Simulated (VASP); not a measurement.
Here is a VASP 6.6.1 calculation.

INCAR

```
SYSTEM = Ir
PREC     = Accurate       ! precision mode
ENCUT    = 600            ! plane-wave cutoff, eV
EDIFF    = 1E-7           ! SCF threshold, eV
ISMEAR   = 0              ! smearing method
SIGMA    = 0.1            ! smearing width, eV
LREAL    = .False.        ! projectors in reciprocal space
LASPH    = .True.         ! aspherical terms in the spheres
NELM     = 100            ! most SCF steps
ALGO     = Normal         ! electronic algorithm
ISIF     = 3              ! what is computed and relaxed
LWAVE    = .False.        ! write WAVECAR
LCHARG   = .False.        ! write CHGCAR
GGA      = RP             ! functional
IBRION   = 2              ! ionic algorithm
NSW      = 90             ! ionic steps
EDIFFG   = -0.005         ! ionic threshold
```

File KPOINTS:

```
regular mesh
0
Gamma
  20 20 20
  0 0 0
```

Contents of POSCAR:

```
Ir
1.0
   -1.5254903000      1.5254903000      1.5254903000
    1.5254903000     -1.5254903000      1.5254903000
    1.5254903000      1.5254903000     -1.5254903000
Ir
1
Direct
    0.0000000000      0.0000000000      0.0000000000
```

Potentials or basis: VASP PAW PBE potentials, release 64 (Ir).

Run with:

```bash
$ cat potpaw_PBE.64/Ir/POTCAR > POTCAR
$ mpirun -np 1 vasp_std > vasp.out
```

**Question.** Estimate the relaxed volume.

**Answer.** 15.26 Å³/atom.

**Question.** What does it give for the relaxed cell?

**Answer.** a = 2.707 Å, b = 2.707 Å, c = 2.707 Å, α = 109.47°, β = 109.47°, γ = 109.47°.

Final structure:
```xyz
1
Lattice="-1.5626 1.5626 1.5626 1.5626 -1.5626 1.5626 1.5626 1.5626 -1.5626" Properties=species:S:1:pos:R:3 pbc="T T T"
Ir    1.5626   -1.5626    1.5626
```

Caveat: the PAW data sets were made with another functional, which shifts forces and pressure a little. Spin-orbit coupling is left out, which matters for the levels of Ir.
